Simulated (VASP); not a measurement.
Crystal: Rh.

```
Rh
1.0
     2.73098    0.00000    0.00000
    -1.36549    2.36510    0.00000
     0.00000    0.00000    4.42849
Rh
2
Direct
  0.33333 0.66667 0.25000
  0.66667 0.33333 0.75000
```

This isn't the form of Rh at room conditions, which is fcc.

```yaml
Program: VASP 6.6.1
Task: relaxation of cell and atoms
Functional: LDA
Potentials_or_basis: VASP PAW LDA potentials, release 64 (Rh_pv)
Cutoff: 600 eV
k_mesh: 10 × 10 × 6
Occupations: fermi-dirac, width 0.05 eV
Spin: no spin polarisation
```

At the start: pressure -18.8 GPa; volume 14.30 Å³/atom.

**Question.** Where does the relaxation end?

**Answer.** Over 11 steps the energy falls by 62.8 meV/atom and the volume is 13.31 Å³/atom (-7.0 %); space group P6_3/mmc (No. 194, to 0.05 Å).

Step by step:
```csv
step,energy change (eV),largest force (eV/Å),pressure (GPa),volume (Å³)
1,0.0000,0.0000,-18.81,28.60
2,0.9085,0.0000,89.71,22.20
3,-0.1247,0.0000,-1.52,26.75
4,-0.1253,0.0000,-0.47,26.65
5,-0.1253,0.0000,0.07,26.61
6,-0.1255,0.0000,0.10,26.61
7,-0.1255,0.0000,0.11,26.61
8,-0.1255,0.0000,-0.23,26.64
9,-0.1255,0.0000,-0.18,26.62
10,-0.1255,0.0000,0.10,26.61
11,-0.1255,0.0000,0.01,26.61
```

Final structure:
```
Rh
1.0
     2.66247    0.00000    0.00000
    -1.33124    2.30577    0.00000
     0.00000    0.00000    4.33525
Rh
2
Direct
  0.33333 0.66667 0.25000
  0.66667 0.33333 0.75000
```
